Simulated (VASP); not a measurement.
# Settings for Rh: relaxation of the cell

Rh, Fm-3m (no. 225), 1 atom in the cell. PBE; PAW potentials Rh_pv (PBE set). VASP 6.6.1.

Wanted: cell volume within 0.05 %; lattice lengths within 0.03 %; shortest distances from each atom, periodic images included within 0.002 Å.

What the run is for: cell; Accuracy asked: tight.

The series start from Plane-wave cutoff (eV): 370; Smearing width (eV): 0.1; k-point mesh: 14 × 14 × 14; Relaxation passes: 2; Ionic threshold (EDIFFG): -0.005; Electronic threshold (eV): 1e-6; Precision mode (PREC): Accurate; Relaxation algorithm: IBRION=2 POTIM=0.5. Each series keeps the choices made before it, and each single choice may use up half of a tolerance. Times cover all steps of a run.

## Plane-wave cutoff (eV)

| Plane-wave cutoff (eV) | Cell volume (Å³) | Lattice lengths, largest deviation against the largest value | Shortest distances from each atom, periodic images included, largest deviation (Å) | Time (s) |
|---|---|---|---|---|
| 240 | 13.25 | 1.9 % | 0.0519 | 20 |
| 280 | 14.03 | 0.045 % | 0.0012 | 21 |
| 320 | 13.98 | 0.16 % | 0.0044 | 23 |
| 370 | 13.94 | 0.25 % | 0.0068 | 32 |
| 430 | 14.02 | 0.057 % | 0.0015 | 46 |
| 510 | 14.05 | 0.019 % | 0.0005 | 43 |
| 640 (reference) | 14.05 | 0 % | 0.0000 | 53 |

Chosen: 640; the next looser run is off by more than half of the tolerance, so convergence isn't shown beyond this value.

## Smearing width (eV)

| Smearing width (eV) | Cell volume (Å³) | Lattice lengths, largest deviation against the largest value | Shortest distances from each atom, periodic images included, largest deviation (Å) | Time (s) |
|---|---|---|---|---|
| 0.4 | 14.04 | 0.015 % | 0.0004 | 52 |
| 0.3 | 14.04 | 0.022 % | 0.0006 | 42 |
| 0.2 | 14.04 | 0.012 % | 0.0003 | 43 |
| 0.15 | 14.04 | 0.0048 % | 0.0001 | 46 |
| 0.1 | 14.05 | 0.00037 % | 0.0000 | 53 |
| 0.05 (reference) | 14.05 | 0 % | 0.0000 | 44 |

Chosen: 0.15, the loosest value from which every tighter one stays within half of the tolerance.

## k-point mesh

| k-point mesh | Cell volume (Å³) | Lattice lengths, largest deviation against the largest value | Shortest distances from each atom, periodic images included, largest deviation (Å) | Time (s) |
|---|---|---|---|---|
| 5 × 5 × 5 | 14.17 | 0.3 % | 0.0082 | 27 |
| 7 × 7 × 7 | 13.97 | 0.17 % | 0.0046 | 16 |
| 9 × 9 × 9 | 14.05 | 0.0059 % | 0.0002 | 24 |
| 11 × 11 × 11 | 14.06 | 0.045 % | 0.0012 | 26 |
| 14 × 14 × 14 | 14.04 | 0.0026 % | 0.0001 | 46 |
| 16 × 16 × 16 (reference) | 14.04 | 0 % | 0.0000 | 59 |

Chosen: 14 × 14 × 14.

## Relaxation passes

| Relaxation passes | Cell volume (Å³) | Lattice lengths, largest deviation against the largest value | Shortest distances from each atom, periodic images included, largest deviation (Å) | Time (s) |
|---|---|---|---|---|
| 1 | 14.04 | 0 % | 0.0000 | 38 |
| 2 | 14.04 | 0 % | 0.0000 | 46 |
| 3 (reference) | 14.04 | 0 % | 0.0000 | 57 |

Chosen: 1.

## Ionic threshold (EDIFFG)

| Ionic threshold (EDIFFG) | Cell volume (Å³) | Lattice lengths, largest deviation against the largest value | Shortest distances from each atom, periodic images included, largest deviation (Å) | Time (s) |
|---|---|---|---|---|
| -0.05 | 14.05 | 0.022 % | 0.0006 | 34 |
| -0.02 | 14.05 | 0.022 % | 0.0006 | 36 |
| -0.01 | 14.05 | 0.022 % | 0.0006 | 33 |
| -0.005 | 14.04 | 0.0041 % | 0.0001 | 38 |
| -0.002 (reference) | 14.04 | 0 % | 0.0000 | 91 |

Chosen: -0.005.

## Electronic threshold (eV)

| Electronic threshold (eV) | Cell volume (Å³) | Lattice lengths, largest deviation against the largest value | Shortest distances from each atom, periodic images included, largest deviation (Å) | Time (s) |
|---|---|---|---|---|
| 0.0001 | 14.03 | 0.021 % | 0.0006 | 34 |
| 1e-5 | 14.04 | 0.0074 % | 0.0002 | 60 |
| 1e-6 | 14.04 | 0.0029 % | 0.0001 | 38 |
| 1e-7 (reference) | 14.04 | 0 % | 0.0000 | 43 |

Chosen: 1e-5.

## Precision mode (PREC)

| Precision mode (PREC) | Cell volume (Å³) | Lattice lengths, largest deviation against the largest value | Shortest distances from each atom, periodic images included, largest deviation (Å) | Time (s) |
|---|---|---|---|---|
| Normal | 14.04 | 0 % | 0.0000 | 48 |
| Accurate (reference) | 14.04 | 0 % | 0.0000 | 60 |

Chosen: Normal.

## Relaxation algorithm

| Relaxation algorithm | Cell volume (Å³) | Lattice lengths, largest deviation against the largest value | Shortest distances from each atom, periodic images included, largest deviation (Å) | Time (s) |
|---|---|---|---|---|
| IBRION=2 POTIM=0.5 | 14.04 | 0 % | 0.0000 | 48 |
| IBRION=2 POTIM=0.2 | 14.05 | 0.017 % | 0.0005 | 63 |
| IBRION=1 POTIM=0.5 | 14.04 | 0.0063 % | 0.0002 | 27 |
| IBRION=1 POTIM=0.2 | 14.04 | 0.01 % | 0.0003 | 25 |

Chosen: IBRION=1 POTIM=0.5, the fastest of those that stay within half of the tolerance.

## All choices together

| Input | Cell volume (Å³) | Lattice lengths, largest deviation against the largest value | Shortest distances from each atom, periodic images included, largest deviation (Å) | Time (s) |
|---|---|---|---|---|
| the program's defaults (naive) | 13.56 | 1.2 % | 0.0314 | 4.0 |
| chosen settings | 14.04 | 0.0011 % | 0.0000 | 27 |
| reference settings throughout | 14.04 | 0 % | 0.0000 | 69 |

The chosen settings stay within the tolerance of the reference run, but the reference itself isn't shown to be converged in: Plane-wave cutoff (eV).

Values of the reference run: Lattice lengths: 2.708, 2.708, 2.708 Å; Shortest distances from each atom, periodic images included: 2.708, 2.708, 2.708, 2.708 Å.

## The input

INCAR.step1:
```
SYSTEM = Rh
GGA = PE
ISMEAR = 1
SIGMA = 0.15
LWAVE = .False.
LCHARG = .False.
NSW = 80
PREC = Normal
LASPH = .True.
LREAL = .False.
ALGO = Normal
EDIFF = 1E-5
NELM = 120
GGA_COMPAT = .False.
IBRION = 1
ISIF = 3
EDIFFG = -0.005
NELMIN = 4
ENCUT = 640
POTIM = 0.5
```

INCAR.step2, as INCAR.step1 but for:
```
- NSW = 80
- IBRION = 1
- ISIF = 3
- EDIFFG = -0.005
- NELMIN = 4
- POTIM = 0.5
+ ISIF = 2
```

KPOINTS:
```
Automatic mesh
0
Gamma
  14 14 14
  0 0 0
```

POSCAR.step1:
```
Rh
1.0
    0.0000000000      1.8978500000      1.8978500000
    1.8978500000      0.0000000000      1.8978500000
    1.8978500000      1.8978500000      0.0000000000
Rh
1
Direct
    0.0000000000      0.0000000000      0.0000000000
```

Commands (each step's output is kept before the next begins):
```
cat potpaw_PBE.64/Rh_pv/POTCAR > POTCAR
cp INCAR.step1 INCAR
cp POSCAR.step1 POSCAR
mpirun -np 1 vasp_std > vasp.out
cp CONTCAR POSCAR
cp INCAR.step2 INCAR
mpirun -np 1 vasp_std > vasp.out
```

The chosen input took VASP 6.6.1 27 s on 1 core (Intel Xeon Platinum 8375C @ 2.90GHz (Ice Lake)), a shared host.
